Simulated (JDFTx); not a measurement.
Here is a JDFTx 1.7.0 (patched build) calculation.

Contents of bands.in:

```
lattice Face-Centered Cubic 12.1131444589
coords-type Lattice
ion Te     0.7500000000     0.7500000000     0.7500000000 1
ion Cd     0.0000000000     0.0000000000     0.0000000000 1

ion-species pseudo/Te.upf
ion-species pseudo/Cd.upf
elec-cutoff 51 408
elec-ex-corr gga-PBEsol
elec-smearing Fermi 0.0018374661
elec-n-bands 25
electronic-minimize nIterations 30 energyDiffThreshold 1e-06
davidson-band-ratio 1.3
forces-output-coords Cartesian
include path.kpoints
symmetries none
fix-electron-density run.$VAR

dump-name bands.$VAR
dump End Ecomponents EigStats BandEigs Kpoints Forces
```

path.kpoints

```
kpoint +0.0000000000 +0.0000000000 +0.0000000000 0.020000000000
kpoint +0.0714285714 +0.0000000000 +0.0714285714 0.020000000000
kpoint +0.1428571429 +0.0000000000 +0.1428571429 0.020000000000
kpoint +0.2142857143 +0.0000000000 +0.2142857143 0.020000000000
kpoint +0.2857142857 +0.0000000000 +0.2857142857 0.020000000000
kpoint +0.3571428571 +0.0000000000 +0.3571428571 0.020000000000
kpoint +0.4285714286 +0.0000000000 +0.4285714286 0.020000000000
kpoint +0.5000000000 +0.0000000000 +0.5000000000 0.020000000000
kpoint +0.5000000000 +0.0833333333 +0.5833333333 0.020000000000
kpoint +0.5000000000 +0.1666666667 +0.6666666667 0.020000000000
kpoint +0.5000000000 +0.2500000000 +0.7500000000 0.020000000000
kpoint +0.4375000000 +0.3125000000 +0.7500000000 0.020000000000
kpoint +0.3750000000 +0.3750000000 +0.7500000000 0.020000000000
kpoint +0.3281250000 +0.3281250000 +0.6562500000 0.020000000000
kpoint +0.2812500000 +0.2812500000 +0.5625000000 0.020000000000
kpoint +0.2343750000 +0.2343750000 +0.4687500000 0.020000000000
kpoint +0.1875000000 +0.1875000000 +0.3750000000 0.020000000000
kpoint +0.1406250000 +0.1406250000 +0.2812500000 0.020000000000
kpoint +0.0937500000 +0.0937500000 +0.1875000000 0.020000000000
kpoint +0.0468750000 +0.0468750000 +0.0937500000 0.020000000000
kpoint +0.0000000000 +0.0000000000 +0.0000000000 0.020000000000
kpoint +0.0833333333 +0.0833333333 +0.0833333333 0.020000000000
kpoint +0.1666666667 +0.1666666667 +0.1666666667 0.020000000000
kpoint +0.2500000000 +0.2500000000 +0.2500000000 0.020000000000
kpoint +0.3333333333 +0.3333333333 +0.3333333333 0.020000000000
kpoint +0.4166666667 +0.4166666667 +0.4166666667 0.020000000000
kpoint +0.5000000000 +0.5000000000 +0.5000000000 0.020000000000
kpoint +0.5250000000 +0.4500000000 +0.5250000000 0.020000000000
kpoint +0.5500000000 +0.4000000000 +0.5500000000 0.020000000000
kpoint +0.5750000000 +0.3500000000 +0.5750000000 0.020000000000
kpoint +0.6000000000 +0.3000000000 +0.6000000000 0.020000000000
kpoint +0.6250000000 +0.2500000000 +0.6250000000 0.020000000000
kpoint +0.5625000000 +0.2500000000 +0.6875000000 0.020000000000
kpoint +0.5000000000 +0.2500000000 +0.7500000000 0.020000000000
kpoint +0.5000000000 +0.2916666667 +0.7083333333 0.020000000000
kpoint +0.5000000000 +0.3333333333 +0.6666666667 0.020000000000
kpoint +0.5000000000 +0.3750000000 +0.6250000000 0.020000000000
kpoint +0.5000000000 +0.4166666667 +0.5833333333 0.020000000000
kpoint +0.5000000000 +0.4583333333 +0.5416666667 0.020000000000
kpoint +0.5000000000 +0.5000000000 +0.5000000000 0.020000000000
kpoint +0.4791666667 +0.4791666667 +0.5416666667 0.020000000000
kpoint +0.4583333333 +0.4583333333 +0.5833333333 0.020000000000
kpoint +0.4375000000 +0.4375000000 +0.6250000000 0.020000000000
kpoint +0.4166666667 +0.4166666667 +0.6666666667 0.020000000000
kpoint +0.3958333333 +0.3958333333 +0.7083333333 0.020000000000
kpoint +0.3750000000 +0.3750000000 +0.7500000000 0.020000000000
kpoint +0.6250000000 +0.2500000000 +0.6250000000 0.020000000000
kpoint +0.5833333333 +0.1666666667 +0.5833333333 0.020000000000
kpoint +0.5416666667 +0.0833333333 +0.5416666667 0.020000000000
kpoint +0.5000000000 +0.0000000000 +0.5000000000 0.020000000000
```

Potentials or basis: PseudoDojo-SR-PBEsol-0.4.1-standard with smoothed tails.

The run is started by

```sh
$ jdftx -c 1 -i bands.in -o bands.out
```

(1) Predict the band gap along the path.

Results:

(1) 0.76 eV, direct.

Caveat: spin-orbit coupling is left out, which moves the levels of the heavy elements.

**The experiment to reproduce.**

A printed reference work, data compilation reports, for a bulk crystal of CdTe at 0 K: band gap 1.607 eV.

Against the measured gap of CdTe, 1.607 eV (0 K; a printed reference work, data compilation), the calculated 0.76 eV is off by -0.85 eV. Spin-orbit coupling on Cd, Te is left out. The value is that of PBEsol, without temperature or zero-point motion. Semilocal functionals fall short of measured gaps as a rule.
